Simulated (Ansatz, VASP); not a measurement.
# BN: VASP beside Ansatz

Contents of INCAR:

```
PREC = Accurate
ENCUT = 520
EDIFF = 1E-8
ISMEAR = -1
SIGMA = 0.02
LREAL = F
LASPH = T
NELM = 60
ALGO = Normal
ISIF = 2
LWAVE = F
LCHARG = F
LEFG = T
NBANDS = 11
```

The input KPOINTS:

```
regular mesh
0
Gamma
  11 11 11
```

Contents of POSCAR:

```
BN
1.0
    0.0000000000      1.7706018915      1.7706018915
    1.7706018915      0.0000000000      1.7706018915
    1.7706018915      1.7706018915      0.0000000000
B N
1 1
Direct
    0.0000000000      0.0000000000      0.0000000000
    0.7500000000      0.7500000000      0.7500000000
```

Input for Ansatz:

```yaml
crystal:
  lattice:
    - [0.0, 1.7706018915, 1.7706018915]
    - [1.7706018915, 0.0, 1.7706018915]
    - [1.7706018915, 1.7706018915, 0.0]
  atoms:
    - { symbol: B, position: [0.0, 0.0, 0.0] }
    - { symbol: "N", position: [0.75, 0.75, 0.75] }
kpoints:
  mp_grid: { grid: [11, 11, 11] }
scf:
  occupations: { method: fermi_dirac, width: 0.02 }
hamiltonian:
  xc: lda
  pseudopotentials: { kind: paw }
output:
  forces: true
  stress: true
  eigenvalues: true
  efg: { contact_densities: true }
  write_density: true
  write_potential: true
  elf: true
  volumetric_format: npy
```

Change from the starting cell: volume scaled by 0.94, PAW files.

Alike in both runs: task electric field gradients; functional LDA; k mesh 11 × 11 × 11; occupations fermi-dirac, width 0.02 eV; no spin polarisation.

|  | VASP | Ansatz |
| --- | --- | --- |
| version | VASP 6.6.1 | Ansatz 0.2.0 |
| potentials or method | VASP PAW LDA potentials, release 64 (B, N) | PAW with Ansatz's default frozen-core files, scalar-relativistic |
| plane-wave cutoff (eV) | 520 | 420 |
| valence electrons in the cell | 8 | 8 |

```csv
,VASP,Ansatz,Ansatz less VASP
gap on the k mesh at the Fermi level (eV),4.53,4.54,+0.017
pressure (GPa),15.3,14.2,-1.14
Vzz of the field gradient on the site that differs most (V/Å²),0.0,0.0,0.00
```

Caveats: so large a pressure means that the cell lies far from this level's equilibrium, or that cutoff or potentials fall short (VASP); an odd mesh through Γ misses points on the zone boundary, where band edges often lie.
